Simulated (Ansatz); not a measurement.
La:

```
La
1.0
    -2.12383    2.12383    2.12383
     2.12383   -2.12383    2.12383
     2.12383    2.12383   -2.12383
La
1
Direct
  0.00000 0.00000 0.00000
```

This isn't the form of La at room conditions, which is double hcp.

Program: Ansatz 0.2.0. Alike in all runs: cell as given. Hardware: 1 thread of Arm Neoverse V1, on a shared host.

Task: Order these runs on this cell by their wall time, lowest first.
A. task single point; level HSE03; potentials or basis Ansatz PAW; spin SOC, no magnetisation; k mesh 6 × 6 × 6; cutoff (eV) 420; smearing cold 0.01 eV
B. task electron localisation function; level m-r2SCAN; potentials or basis JTH PAW; spin off; k mesh 9 × 9 × 9; cutoff (eV) 840; smearing cold 0.01 eV
C. task single point; level HSE03; potentials or basis SSSP precision PAW; spin off; k mesh 6 × 6 × 6; cutoff (eV) 544; smearing cold 0.1 eV

Result: B (7.3 s), C (45 s), A (350 s).

Caveats: the magnetic or orbital state may not be the lowest.
